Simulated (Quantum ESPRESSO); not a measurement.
ZnS (Wurtzite-2H) under changes of volume

One of the cells (19.603 Å³/atom); the others are scaled copies at fixed shape and fractional positions:

```
CELL_PARAMETERS angstrom
3.81100 0.00000 0.00000
-1.90550 3.30042 0.00000
0.00000 0.00000 6.23400
ATOMIC_POSITIONS crystal
Zn 0.66667 0.33333 0.50000
Zn 0.33333 0.66667 0.00000
S 0.66667 0.33333 0.88500
S 0.33333 0.66667 0.38500
```

```yaml
Program: Quantum ESPRESSO 7.5
Functional: LDA
Potentials_or_basis: GBRV 1.5 LDA
Cutoff: 762 eV
Density_cutoff: 6095 eV
k_mesh: 8 × 8 × 5
Occupations: fermi-dirac, width 0.05 eV
Spin: no spin polarisation
```

```tsv
volume (Å³/atom)	energy over the lowest point (meV/atom)	pressure (GPa)	gap on the mesh (eV)
18.427	?	?	?
18.819	0.00	-0.7	2.18
19.211	3.64	-2.4	2.08
19.603	11.04	-3.8	1.98
19.995	21.80	-5.1	1.89
20.387	35.56	-6.3	1.80
20.779	52.00	-7.3	1.71
```

Task: What does the run at 18.427 Å³/atom give?

Result: Energy over the lowest point 0.58 meV/atom; pressure 1.1 GPa; gap on the mesh 2.28 eV.

Worked out: A Birch-Murnaghan fit of order 3 (a polynomial in V^(-2/3)) to the other rows has its minimum at 18.67 Å³/atom, just outside them, with B0 = V·E''(V) = 85 GPa and B' = 4.4 at fixed shape and positions, which overstates the stiffness. It gives 0.57 meV/atom at 18.427 Å³/atom, against the run's 0.58, and -dE/dV = 1.2 GPa, against 1.1. A straight line through the other rows of the gap, of slope -4.73 eV per unit of ln V (its deformation potential), extrapolates to 2.28 eV, against the run's 2.28.

Energies are extrapolated to zero smearing.
